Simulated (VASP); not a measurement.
Here is the system:

```
CELL_PARAMETERS angstrom
      0.00000     3.05000     3.05000
      3.05000     0.00000     3.05000
      3.05000     3.05000     0.00000
ATOMIC_POSITIONS crystal
  Zn 0.00000 0.00000 0.00000
  Te 0.25000 0.25000 0.25000
```

Level of theory: PBE GGA, VASP's PBE PAW potentials (set 64) (plane waves; VASP). Settings: 400 eV cut-off, 7×7×7 Γ-centred mesh, Gaussian smearing of 0.050 eV, potentials Zn Te.

Energy and stress use the plane-wave basis of the starting cell.

The ions, cell shape and volume are relaxed. Predict the relaxed structure.

```
CELL_PARAMETERS angstrom
      0.00000     3.08701     3.08701
      3.08701     0.00000     3.08701
      3.08701     3.08701     0.00000
ATOMIC_POSITIONS crystal
  Zn 0.00000 0.00000 0.00000
  Te 0.25000 0.25000 0.25000
```
Space group F-43m (216), at a tolerance of 0.03 Å.

How do energy and volume change from the first to the last step?

The energy (σ→0) changes by -5.6 meV/atom and the volume by +3.7 %, in 3 ionic steps.

The compound is ZnTe in the zinc blende structure. This run relaxes it. Symmetry was kept, so distortions that lower it aren't found.
